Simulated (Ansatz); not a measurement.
## Mg: eigenvalues along the path

```xyz
1
Lattice="-1.4765 1.4765 1.4765 1.4765 -1.4765 1.4765 1.4765 1.4765 -1.4765" Properties=species:S:1:pos:R:3 pbc="T T T"
Mg    0.0000    0.0000    0.0000
```

The cell is a database entry far from equilibrium at this level of theory, probably a faulty or high-pressure entry; it serves as a test geometry alone.

The calculation used Ansatz 0.2.0, DFT, PBE, all-electron LAPW, non-relativistic.

Sampling and basis: a Γ-centred 19×19×19 k mesh, Fermi–Dirac smearing of 0.03 eV, basis error target 0.5 meV/atom, no spin polarisation.

Path points, in fractions of the reciprocal vectors: Γ (0.000, 0.000, 0.000), H (0.500, -0.500, 0.500), N (0.000, 0.000, 0.500), P (0.250, 0.250, 0.250). Levels in eV from the Fermi level; bands 5 to 7, counted from the lowest band of the run. The gap is zero.

```
# k(1/Å) point b5 b6 b7
0.000 Γ -9.87 17.38 17.38
0.426 - -9.17 14.21 14.21
0.851 - -7.14 10.01 10.60
1.277 - -3.95 6.59 8.05
1.702 - 0.14 4.54 6.56
2.128 H 3.85 3.85 6.08
2.429 - 2.09 3.05 6.32
2.730 - 0.14 1.60 7.04
3.030 - -1.27 0.26 8.22
3.331 - -2.10 -0.65 9.76
3.632 N -2.38 -0.96 10.81
3.933 - -4.57 1.74 11.14
4.234 - -6.81 5.52 12.13
4.535 - -8.49 9.81 13.74
4.836 - -9.52 14.46 15.85
5.137 Γ -9.87 17.38 17.38
5.505 - -9.35 14.13 14.13
5.874 - -7.81 9.58 9.58
6.242 - -5.36 5.85 5.85
6.611 - -2.18 3.05 3.05
6.979 P 1.16 1.16 1.16
7.348 - 0.16 0.16 2.81
7.717 - 0.01 0.01 3.24
8.085 - 0.72 0.72 4.10
8.454 - 2.24 2.24 5.36
8.822 H 3.85 3.85 6.08
10.665 P 1.16 1.16 1.16
10.878 - -0.13 0.86 2.75
11.090 - -1.12 0.23 4.65
11.303 - -1.82 -0.39 6.84
11.516 - -2.24 -0.82 9.21
11.729 N -2.38 -0.96 10.81
```
